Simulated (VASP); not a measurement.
## Ga: single point with PBE

Ga:

```
Ga
1.0
    -1.43493    1.43493    2.41184
     1.43493   -1.43493    2.41184
     1.43493    1.43493   -2.41184
Ga
1
Direct
  0.00000 0.00000 0.00000
```

The cell isn't the ideal one: strained and moved within the space group.

```yaml
Program: VASP 6.6.1
Task: single point
Functional: PBE
Potentials_or_basis: VASP PAW PBE potentials, release 64 (Ga_d)
Cutoff: 520 eV
k_mesh: 20 × 20 × 20
Occupations: gaussian, width 0.1 eV
Spin: no spin polarisation
```

```json
{
 "Pressure": "-1.9 GPa",
 "Band gap on the k mesh": "none (metal or under the smearing width)"
}
```

Stress tensor (GPa, compression positive):
```
-1.62  0.00  0.00
 0.00 -1.62  0.00
 0.00  0.00 -2.58
```

Levels at points of the mesh, in eV from the Fermi level:
```csv
k point,band 4,band 5,band 6,band 7,band 8,band 9
"(0.00, 0.00, 0.00)",-14.79,-14.67,-10.63,11.31,11.78,11.78
"(0.50, 0.00, 0.00)",-14.67,-14.63,-4.80,-3.65,7.17,11.02
"(0.50, 0.50, 0.00)",-14.67,-14.55,-1.62,-1.23,3.47,4.82
"(0.50, 0.50, 0.50)",-14.64,-14.63,-4.54,-3.43,6.75,6.75
```

Run time: 36 s on 1 thread of Intel(R) Xeon(R) 6975P-C (Granite Rapids), with other jobs on the host, peak memory 0.25 GiB.
